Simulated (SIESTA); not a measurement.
Here is a SIESTA 5.4.2 calculation.

Pb.fdf

```
SystemName                      Lead
SystemLabel                     Pb
NumberOfSpecies                 1
NumberOfAtoms                   1
%block ChemicalSpeciesLabel
  1  82 Pb
%endblock ChemicalSpeciesLabel

UseStructFile                   true

%block kgrid.MonkhorstPack
    6   0   0  0.0
    0   6   0  0.0
    0   0   6  0.0
%endblock kgrid.MonkhorstPack
XC.Functional                   GGA
XC.Authors                      PBE
PAO.BasisSize                   SZP
PAO.EnergyShift                 0.003 Ry
Mesh.Cutoff                     500 Ry
OccupationFunction              FD
ElectronicTemperature           0.05 eV
MaxSCFIterations                120
SCF.MustConverge                false
SCF.Mixer.Method                Pulay
SCF.Mixer.Weight                0.25
SCF.Mixer.History               8
SCF.DM.Tolerance                5.0e-05
SCF.H.Tolerance                 1.0e-03 eV
WriteForces                     true
Charge.Mulliken                 end
Charge.Hirshfeld                end
Charge.Voronoi                  end
SaveRho                         true
SaveElectrostaticPotential      true
MD.TypeOfRun                    CG
MD.Steps                        40
MD.MaxForceTol                  0.02 eV/Ang
MD.MaxDispl                     0.1 Ang
WriteCoorStep                   true
AtomCoorFormatOut               Fractional
MD.VariableCell                 true
MD.MaxStressTol                 0.1 GPa
```

File Pb.STRUCT_IN:

```
   0.0000000000     2.4750200000     2.4750200000
   2.4750200000     0.0000000000     2.4750200000
   2.4750200000     2.4750200000     0.0000000000
1
1  82    0.0000000000     0.0000000000     0.0000000000
```

Potentials or basis: PseudoDojo 0.4 standard (PBE files), SZP (energy shift 0.003 Ry).

Run with:

```sh
$ siesta < Pb.fdf > Pb.out 2>&1
```

Task: What does it give for the relaxed cell?

Result: a = 3.616 Å, b = 3.616 Å, c = 3.616 Å, α = 60.00°, β = 60.00°, γ = 60.00°.

Task: Predict the space group after relaxing (to 0.05 Å).

Result: Fm-3m (No. 225).

The path:
| step | energy change (eV) | largest force (eV/Å) | pressure (GPa) | volume (Å³) |
| --- | --- | --- | --- | --- |
| 1 | 0.0000 | 0.0000 | 4.31 | 30.32 |
| 2 | -0.0200 | 0.0000 | 2.49 | 31.39 |
| 3 | -0.0305 | 0.0000 | 0.27 | 33.14 |
| 4 | -0.0205 | 0.0000 | -1.41 | 35.10 |
| 5 | -0.0302 | 0.0000 | 0.02 | 33.43 |

Caveat: the k mesh is coarse (spacing up to 0.37 Å⁻¹), so the values aren't converged; the basis of atomic orbitals isn't converged, which shifts pressures, moduli and gaps. The run has no spin-orbit coupling, so splittings on Pb are missing.
